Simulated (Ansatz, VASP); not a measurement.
## Two plane-wave programs on AlN

The input INCAR:

```
SYSTEM = AlN
ALGO = Normal
EDIFF = 1E-6
ENCUT = 520
GGA = PE
ISIF = 2
ISMEAR = 0
LASPH = .True.
LCHARG = .False.
LREAL = .False.
LWAVE = .False.
NBANDS = 16
NELM = 80
PREC = Accurate
SIGMA = 0.05
```

File KPOINTS:

```
k-points
0
Gamma
  8 8 6
  0 0 0
```

The input POSCAR:

```
AlN
1.0
    0.0000000000     -2.0353166207     -2.0353166207
    0.0000000000      2.0353166207     -2.0353166207
    4.0706332413      0.0000000000      0.0000000000
Al N
2 2
Direct
    0.5008790776      0.4991209224      0.0000138551
   -0.0008790776      0.0008790776      0.4999861449
    0.5046675785      0.4953324215      0.4924336097
   -0.0046675785      1.0046675785      0.0075663903
```

Input for Ansatz:

```yaml
crystal:
  lattice:
    - [0.0, -2.0353166207, -2.0353166207]
    - [0.0, 2.0353166207, -2.0353166207]
    - [4.0706332413, 0.0, 0.0]
  atoms:
    - { symbol: Al, position: [0.5008790776, 0.4991209224, 1.38551e-05] }
    - { symbol: Al, position: [-0.0008790776, 0.0008790776, 0.4999861449] }
    - { symbol: "N", position: [0.5046675785, 0.4953324215, 0.4924336097] }
    - { symbol: "N", position: [-0.0046675785, 1.0046675785, 0.0075663903] }
basis:
  ecutwfc: 520.0
kpoints:
  mp_grid: { grid: [8, 8, 6] }
hamiltonian:
  xc: pbe
  pseudopotentials: { kind: paw }
scf:
  occupations: { method: gaussian, width: 0.05 }
output:
  forces: true
  stress: true
  eigenvalues: true
  write_density: true
  write_potential: true
  elf: true
  volumetric_format: npy
```

Change from the starting cell: mode 10 frozen in at -0.019 Å and mode 12 at -0.031 Å (largest displacements).

Alike in both runs: task single point; functional PBE; k mesh 8 × 8 × 6; occupations gaussian, width 0.05 eV; no spin polarisation.

```csv
,VASP,Ansatz
version,VASP 6.6.1,Ansatz 0.2.0
potentials or method,"VASP PAW PBE potentials, release 64 (Al, N)","scalar-relativistic, plane waves, PAW"
plane-wave cutoff (eV),520,520
valence electrons in the cell,16,16
```

Ansatz gave:

| Item | Value |
| --- | --- |
| gap on the k mesh at the Fermi level (eV) | 4.42 |
| least direct gap on the mesh (eV) | 4.45 |
| pressure (GPa) | 0.3 |
| largest component of the traceless stress (GPa) | 0.23 |
| rms of the force components (eV/Å) | 0.342 |

**Question.** Estimate VASP's values.

**Answer.** gap on the k mesh at the Fermi level (eV): 4.40; least direct gap on the mesh (eV): 4.43; pressure (GPa): 0.0; largest component of the traceless stress (GPa): 0.23; rms of the force components (eV/Å): 0.342.

Atom by atom the forces differ by 0.001 eV/Å (rms over components).

A k mesh can miss the band edges.
